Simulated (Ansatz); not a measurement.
# TiAl: a stretch of c alone

Aim: apply a stretch of c alone to TiAl from -4.5 to +4.5 %, where the rest of the cell is held and the atoms relax, and follow energy, stress and any gap.

Program: Ansatz 0.2.0. Level of theory: DFT r2SCAN, scalar-relativistic, plane waves, PAW. These are calculated values, not measurements.

2 further runs of the same task are left out: 2 set aside as unsound or not needed.

### Step 1. Starting point

It takes space group P4/mmm (No. 123, tetragonal). The conventional cell has a = 2.810 Å, b = 2.810 Å, c = 4.066 Å, α = 90.00°, β = 90.00°, γ = 90.00°. Around Ti (site symmetry 4/mmm) lie 4 Ti at 2.81 Å and 8 Al at 2.84 Å. Al (site symmetry 4/mmm) has 4 Al at 2.81 Å and 8 Ti at 2.84 Å as nearest neighbours.

As a file:

```
Ti Al
1.0
     2.80984    0.00000    0.00000
     0.00000    2.80984    0.00000
     0.00000    0.00000    4.06577
Ti Al
1 1
Direct
  0.50000 0.50000 0.50000
  0.00000 0.00000 0.00000
```

It goes back to an entry of the Materials Project, which need not be the stable form.

It is the result of an earlier relaxation at this level (volume 16.05 Å³/atom; gap on the mesh: none (metal)).

The unstrained cell was computed beforehand with the same settings: E(σ→0) = -3045.6856 eV for 2 atoms, gap none (metal).

### Step 2. Strain -1.5 %

File input.yaml:

```yaml
crystal:
  lattice:
    - [2.8098424331, 0.0, 0.0]
    - [0.0, 2.8098424331, 0.0]
    - [0.0, 0.0, 4.0047807874]
  atoms:
    - { symbol: Ti, position: [0.5, 0.5, 0.5] }
    - { symbol: Al, position: [0.0, 0.0, 0.0] }
basis:
  ecutwfc: 500
kpoints:
  mp_grid: { grid: [18, 18, 14] }
hamiltonian:
  xc: r2scan
scf:
  occupations: { method: gaussian, width: 0.1 }
output:
  forces: true
  stress: true
  eigenvalues: true
  write_density: true
  write_potential: true
  elf: true
  volumetric_format: npy
```

Started as:

```
> ansatz run input.yaml --threads 1 --pin off --max-ram 2560MiB --backend cpu --events-out ev --progress --plain --runs-dir out
```

Further runs follow: strain +1.5 %; the cell strained by -3.0 %; At +3.0 %; At -4.5 %; the cell strained by +4.5 %.

What does the calculation give? Wanted: (1/V) d²E/dε² at zero strain, cubic fit.

As calculated:

| quantity | value |
| --- | --- |
| largest energy cost | 19.7 meV/atom at -4.5 % |
| (1/V) d²E/dε² at zero strain, cubic fit | 184 GPa |

**Reading.** The curvature of the energy, 184 GPa, is the elastic constant along c at held a and b. Compression by 4.5 % costs 19.7 meV/atom and stretching 17.9.
